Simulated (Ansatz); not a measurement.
# ZnS: the gap against volume

ZnS, P6_3mc, a = 3.845 Å, c = 6.305 Å. The compound has several low-lying forms, and this is one of them. Ansatz: PBE, PAW, 420 eV, Γ-centred 12×12×6 mesh on 4 atoms, Gaussian smearing 0.02 eV; no spin polarisation. Shape and atoms are relaxed at each volume; x = ln(V/V0) with V0 = 20.188 Å³/atom. The gap is read at the mesh points alone.

| x | gap y (eV) |
| --- | --- |
| -0.1278 | 2.649 |
| -0.0943 | 2.493 |
| -0.0619 | 2.349 |
| -0.0305 | 2.215 |
| 0.0000 | ? |
| 0.0296 | 1.948 |
| 0.0583 | 1.827 |
| 0.0953 | 1.672 |

Problem. Fit a straight line to the other rows, give the volume deformation potential of the gap and its pressure coefficient, and predict the missing gap. B0 = 69.1 GPa.

Solution. Means x = -0.01876, y = 2.1647; Σ(Δx)² = 0.04088, ΣΔxΔy = -0.1788; the slope is their ratio. y = 2.0827 − 4.3748 x. The slope is the deformation potential a = dE_g/d ln V = -4.37 eV, and dE_g/dP = −a/B0 = 63.3 meV/GPa. At x = 0.0000 the fit asked for gives 2.083 eV. The run gave 2.078 eV, so the fit is 0.005 eV too high, within twice the rms miss on the fitted rows (0.005 eV).

Semilocal functionals give gaps under the measured ones; changes of the gap mostly carry over better.